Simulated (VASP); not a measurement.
## CuO: electric field gradients with PBE

Crystal: CuO.

```xyz
2
Lattice="0.0000 2.3273 2.3273 2.3273 0.0000 2.3273 2.3273 2.3273 0.0000" Properties=species:S:1:pos:R:3 pbc="T T T"
Cu    0.0000    0.0000    0.0000
O     1.1636    1.1636    1.1636
```

Measurements of this composition are mostly on another form, of space group No. 15.

```json
{
 "Program": "VASP 6.6.1",
 "Task": "electric field gradients",
 "Functional": "PBE",
 "Potentials or basis": "VASP PAW PBE potentials, release 64 (Cu, O)",
 "Cutoff": "520 eV",
 "k mesh": "10 × 10 × 10",
 "Occupations": "gaussian, width 0.02 eV",
 "Spin": "no spin polarisation",
 "Further INCAR settings": "ALGO = Normal; EDIFF = 1e-08"
}
```

* Pressure: -9.2 GPa
* Band gap on the k mesh: none (metal or under the smearing width)

Levels at points of the mesh, in eV from the Fermi level:
```
           k point  band 7  band 8  band 9  band 10  band 11  band 12
(0.00, 0.00, 0.00)    0.73    0.73    0.73     0.91    13.87    13.87
(0.50, 0.00, 0.00)   -1.64    0.01    0.01     5.84     7.65    13.53
(0.50, 0.50, 0.00)   -1.26   -1.00   -1.00     5.80     9.23    11.38
```

Electric field gradients, principal values (V/Å²):
```tsv
atom	Vxx	Vyy	Vzz
1 Cu	0.004	0.004	-0.008
2 O	-0.004	-0.004	0.008
```

Run time: 17 s on 1 thread of Intel(R) Xeon(R) Platinum 8259CL CPU @ 2.50GHz (Skylake/Cascade Lake), with other jobs on the host, peak memory 0.14 GiB.

Caveat: an odd number of electrons without spin polarisation forces a metal; a magnetic or distorted state may lie lower; the run has no spin polarisation, though such a crystal can be magnetic; semilocal functionals often make such compounds metallic where correlation or magnetic order opens a gap, which also shifts bond lengths. With open d or f shells a metallic result of PBE can be an artefact of self-interaction; +U or a hybrid may open a gap.
